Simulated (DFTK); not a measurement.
# Pt (Im-3m) in DFTK: notebook

The runs below take Pt through single point, with PBE, PBEsol.

Program: DFTK 0.8.2. These are calculated values, not measurements. Logs are shortened: lines on timing, memory, paths and dates and some standing lists are left out, and cuts for length are marked.

### Step 1. Starting point

Symmetry: Im-3m, No. 229, cubic system. Conventional cell: a = 3.168 Å, b = 3.168 Å, c = 3.168 Å, α = 90.00°, β = 90.00°, γ = 90.00°. Pt (site symmetry m-3m) is surrounded by 8 Pt at 2.74 Å.

This isn't the form of Pt at room conditions, which is fcc.

### Step 2. Single point, PBE

The input, run.jl:

```julia
using DFTK
using PseudoPotentialData
using Unitful, UnitfulAtomic
using LinearAlgebra, Printf
include("save.jl")
disable_threading()

# lattice vectors are the columns
lattice = austrip(1u"Å") * [      -1.58422        1.58422        1.58422;
                  1.58422       -1.58422        1.58422;
                  1.58422        1.58422       -1.58422]
symbols   = [:Pt]
positions = [[0.0, 0.0, 0.0]]
pseudopotentials = PseudoFamily("dojo.nc.sr.pbe.v0_4_1.standard.upf")
elements = Dict(s => ElementPsp(s, pseudopotentials) for s in unique(symbols))
atoms    = [elements[s] for s in symbols]

build_model(lattice, positions; symmetries=true) =
    model_DFT(lattice, atoms, positions;
              functionals=PBE(),
              temperature=austrip(0.05u"eV"),
              smearing=Smearing.FermiDirac(),
              symmetries)
Ecut  = 42.0  # hartree
kgrid = [12, 12, 12]
tol   = 1e-6
to_GPa = ustrip(uconvert(u"GPa", 1u"hartree/bohr^3"))

model = build_model(lattice, positions)
basis = PlaneWaveBasis(model; Ecut, kgrid)
display(basis)
scfres = self_consistent_field(basis;
                               tol,
                               nbandsalg=AdaptiveBands(model; n_bands_converge=14))
display(scfres.energies)
@printf "Fermi level: %.6f eV\n" ustrip(auconvert(u"eV", something(scfres.εF, NaN)))
forces = compute_forces_cart(scfres)
println("Forces (eV/Å)")
for (s, f) in zip(symbols, forces)
    @printf "%-3s %12.6f %12.6f %12.6f\n" s ustrip.(auconvert.(u"eV/Å", f))...
end
stress = compute_stresses_cart(scfres)
println("Stress (GPa)")
display(round.(stress * to_GPa; digits=4))
println("Levels at the first k-point (eV): ", round.(ustrip.(auconvert.(u"eV", scfres.eigenvalues[1][1:scfres.n_bands_converge])); digits=4))
save_scf!(scfres; forces, stress)
```

Potentials or basis: dojo.nc.sr.pbe.v0_4_1.standard.upf (PBE).

The run is started by

```sh
julia --threads=1 run.jl  # save.jl only writes the numbers to a file and isn't shown; printed stress counts tension as positive; times include loading and compiling
```

What it wrote:

```text
PlaneWaveBasis discretization:

    Ecut                 : 42.0 Ha
    fft_size             : (36, 36, 36), 46656 total points
    kgrid                : MonkhorstPack([12, 12, 12])
    num.   red. kpoints  : 1728
    num. irred. kpoints  : 72

    Discretized Model(gga_x_pbe+gga_c_pbe, 3D):
        lattice (in Bohr)    : [-2.99374  , 2.99374   , 2.99374   ]
                               [2.99374   , -2.99374  , 2.99374   ]
                               [2.99374   , 2.99374   , -2.99374  ]
        unit cell volume     : 107.33 Bohr³

        atoms                : Pt
        pseudopot. family    : PseudoFamily("dojo.nc.sr.pbe.v0_4_1.standard.upf")

        num. electrons       : 18
        spin polarization    : none
        temperature          : 0.0018375 Ha
        smearing             : DFTK.Smearing.FermiDirac()

        terms                : Kinetic()
                               AtomicLocal()
                               AtomicNonlocal()
                               Ewald(nothing)
                               PspCorrection()
                               Hartree()
                               Xc(gga_x_pbe, gga_c_pbe)
                               Entropy()
n     Energy            log10(ΔE)   log10(Δρ)   Diag   Δtime
---   ---------------   ---------   ---------   ----   ------
  1   -130.5709325813                   -0.83    4.6    5.63s
  2   -130.5857903545       -1.83       -1.19    1.0    3.06s
  3   -130.5895047893       -2.43       -1.92    2.3    3.49s
  4   -130.5895291183       -4.61       -2.51    1.2    2.84s
  5   -130.5895348938       -5.24       -2.97    2.4    2.62s
  6   -130.5895351688       -6.56       -3.71    1.6    2.88s
  7   -130.5895352163       -7.32       -4.36    2.6    3.61s
  8   -130.5895352167       -9.41       -4.96    2.1    3.28s
  9   -130.5895352168      -10.31       -5.11    2.4    3.24s
 10   -130.5895352168      -10.45       -5.53    1.0    2.71s
 11   -130.5895352168      -11.15       -6.56    1.9    3.15s
Energy breakdown (in Ha):
    Kinetic             37.2973353
    AtomicLocal         -77.9831737
    AtomicNonlocal      7.9843647
    Ewald               -98.4647031
    PspCorrection       4.4511436
    Hartree             19.8939922
    Xc                  -23.7682642
    Entropy             -0.0002301

    total               -130.589535216828
Fermi level: 14.970456 eV
Forces (eV/Å)
Pt      0.000000     0.000000     0.000000
Stress (GPa)
3×3 StaticArraysCore.SMatrix{3, 3, Float64, 9} with indices SOneTo(3)×SOneTo(3):
 1.8843  0.0     0.0
 0.0     1.8843  0.0
 0.0     0.0     1.8843
Levels at the first k-point (eV): [-83.1645, -37.1085, -37.1085, -37.1085, 5.5938, 11.5918, 11.5918, 11.5918, 14.0588, 14.0588, 32.1089, 32.1089, 32.1089, 41.9703]
```

Run time: 77 s. Hardware: 1 thread of Intel Xeon 6975P-C (Granite Rapids), shared host; peak memory 1.8 GiB.

What came out:

```
Free energy            : -3553.5223 eV
Pressure               : -1.9 GPa
Band gap on the k mesh : none (metal or under the smearing width)
```

### Step 3. Single point, PBEsol

Changes to run.jl since step 2:

```diff
@@ -13,3 +13,3 @@
 positions = [[0.0, 0.0, 0.0]]
-pseudopotentials = PseudoFamily("dojo.nc.sr.pbe.v0_4_1.standard.upf")
+pseudopotentials = PseudoFamily("dojo.nc.sr.pbesol.v0_4_1.standard.upf")
 elements = Dict(s => ElementPsp(s, pseudopotentials) for s in unique(symbols))
@@ -19,3 +19,3 @@
     model_DFT(lattice, atoms, positions;
-              functionals=PBE(),
+              functionals=PBEsol(),
               temperature=austrip(0.05u"eV"),
```

Potentials or basis: dojo.nc.sr.pbesol.v0_4_1.standard.upf (PBEsol).

The run is started by

```sh
julia --threads=1 run.jl  # save.jl only writes the numbers to a file and isn't shown; printed stress counts tension as positive; times include loading and compiling
```

What it wrote:

```text
PlaneWaveBasis discretization:

    Ecut                 : 42.0 Ha
    fft_size             : (36, 36, 36), 46656 total points
    kgrid                : MonkhorstPack([12, 12, 12])
    num.   red. kpoints  : 1728
    num. irred. kpoints  : 72

    Discretized Model(gga_x_pbe_sol+gga_c_pbe_sol, 3D):
        lattice (in Bohr)    : [-2.99374  , 2.99374   , 2.99374   ]
                               [2.99374   , -2.99374  , 2.99374   ]
                               [2.99374   , 2.99374   , -2.99374  ]
        unit cell volume     : 107.33 Bohr³

        atoms                : Pt
        pseudopot. family    : PseudoFamily("dojo.nc.sr.pbesol.v0_4_1.standard.upf")

        num. electrons       : 18
        spin polarization    : none
        temperature          : 0.0018375 Ha
        smearing             : DFTK.Smearing.FermiDirac()

        terms                : Kinetic()
                               AtomicLocal()
                               AtomicNonlocal()
                               Ewald(nothing)
                               PspCorrection()
                               Hartree()
                               Xc(gga_x_pbe_sol, gga_c_pbe_sol)
                               Entropy()
n     Energy            log10(ΔE)   log10(Δρ)   Diag   Δtime
---   ---------------   ---------   ---------   ----   ------
  1   -130.5308509826                   -0.81    4.6    5.68s
  2   -130.5481775716       -1.76       -1.19    1.0    3.05s
  3   -130.5521542788       -2.40       -1.89    2.3    3.62s
  4   -130.5521837376       -4.53       -2.46    1.1    2.17s
  5   -130.5521918922       -5.09       -2.94    2.3    3.38s
  6   -130.5521922176       -6.49       -3.61    1.4    2.82s
  7   -130.5521922871       -7.16       -4.35    2.5    3.72s
  8   -130.5521922876       -9.26       -5.10    2.3    3.60s
  9   -130.5521922877      -10.83       -5.23    2.8    3.69s
 10   -130.5521922877      -10.68       -5.72    1.0    2.80s
 11   -130.5521922877      -11.56       -6.46    1.9    3.53s
Energy breakdown (in Ha):
    Kinetic             37.2491843
    AtomicLocal         -77.9257052
    AtomicNonlocal      7.9133003
    Ewald               -98.4647031
    PspCorrection       4.4511030
    Hartree             19.8473694
    Xc                  -23.6225095
    Entropy             -0.0002314

    total               -130.552192287679
Fermi level: 14.790082 eV
Forces (eV/Å)
Pt      0.000000     0.000000     0.000000
Stress (GPa)
3×3 StaticArraysCore.SMatrix{3, 3, Float64, 9} with indices SOneTo(3)×SOneTo(3):
 11.687   0.0     0.0
  0.0    11.687   0.0
  0.0     0.0    11.687
Levels at the first k-point (eV): [-83.3866, -37.2855, -37.2855, -37.2855, 5.3453, 11.4002, 11.4002, 11.4002, 13.8965, 13.8965, 31.8705, 31.8705, 31.8705, 41.7382]
```

Run time: 82 s. Hardware: 1 thread of Intel Xeon 6975P-C (Granite Rapids), shared host; peak memory 1.8 GiB.

What came out:

```
Free energy            : -3552.5061 eV
Pressure               : -11.7 GPa
Band gap on the k mesh : none (metal or under the smearing width)
```

Levels at points of the mesh, in eV from the Fermi level:
```tsv
k point	band 6	band 7	band 8	band 9	band 10	band 11	band 12	band 13
(0.00, 0.00, 0.00)	-3.39	-3.39	-3.39	-0.89	-0.89	17.08	17.08	17.08
(-0.50, 0.00, 0.00)	-4.80	-1.08	-0.57	0.27	1.11	6.27	13.26	15.80
(-0.50, -0.50, -0.50)	-5.95	0.59	0.59	0.59	7.65	7.65	7.65	12.68
```

Spin-orbit coupling is left out, which matters for the levels of Pt.
